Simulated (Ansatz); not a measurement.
Here is the system:

ZnTe:
```
CELL_PARAMETERS angstrom
      0.00000     3.08959     3.08959
      3.08959     0.00000     3.08959
      3.08959     3.08959     0.00000
ATOMIC_POSITIONS crystal
  Te 0.75000 0.75000 0.75000
  Zn 0.00000 0.00000 0.00000
```

This is the PBE-relaxed structure.

Task: All from the program Ansatz at the PBE level (PAW), unless another level is named. Predict the hole effective mass, band 1 of 3 at the edge.

Result: 0.48 along [100], 2.8 along [110], 1.1 along [111] (mₑ).

Task: Next, the electron effective mass?

Result: 0.077 mₑ (isotropic).

Task: What about the hole effective mass, band 3 of 3 at the edge?

Result: 0.078 along [100], 0.069 along [110], 0.066 along [111] (mₑ).

Task: What about the weight of the valence-edge state by species (Voronoi cells)?

Result: Te 78 %, Zn 22 %.

Space group F-43m (zinc blende). The cell was relaxed with PBE under the symmetry of its start. Spin–orbit coupling is left out wherever it is not named.

Potentials: the later of the program's two PAW sets.

Edges and masses are those of Kohn–Sham bands, whose gap is no quasiparticle gap.
